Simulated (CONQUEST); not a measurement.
The system is V.

```
CELL_PARAMETERS angstrom
3.02870 0.00000 0.00000
0.00000 3.02870 0.00000
0.00000 0.00000 3.02870
ATOMIC_POSITIONS crystal
V 0.00000 0.00000 0.00000
V 0.50000 0.50000 0.50000
```

| Item | Value |
| --- | --- |
| Program | CONQUEST 1.3 |
| Task | single point |
| Functional | PBEsol |
| Potentials or basis | PseudoDojo NC PBEsol, DZP, grid cutoff 150 Ha |
| k mesh | 9 × 9 × 9 |
| Occupations | fermi-dirac, width 0.05 eV |
| Spin | collinear spin, ferromagnetic start |
| Starting moments | [2.0, 2.0] μB |

On this cell: pressure -10.8 GPa; largest force zero by symmetry; net moment 0.00 μB per cell; band gap on the k mesh none (metal or under the smearing width).

The same run follows on a disturbed copy (atoms of the box moved at random, drawn with an rms of 0.05 Å):

```
CELL_PARAMETERS angstrom
3.02870 0.00000 0.00000
0.00000 3.02870 0.00000
0.00000 0.00000 3.02870
ATOMIC_POSITIONS crystal
V 0.01866 0.00885 0.99574
V 0.50291 0.48551 0.50782
```

Q: What changes?

A: The energy (extrapolated to zero smearing) moves by +14.8 meV/atom; pressure -9.6 GPa; largest force 0.610 eV/Å; net moment 0.00 μB per cell; band gap on the k mesh none (metal or under the smearing width).

Forces on the atoms (eV/Å):
```
V   -0.311 -0.465  0.242
V    0.313  0.459 -0.248
```

Stress tensor (GPa, compression positive):
```
-9.52 -0.12  0.09
-0.12 -9.72  0.07
 0.09  0.07 -9.53
```

Caveats: the box holds several primitive cells, so bands are folded and the points are those of the box's own zone; the basis of atomic orbitals isn't converged, which shifts pressures, moduli and gaps.
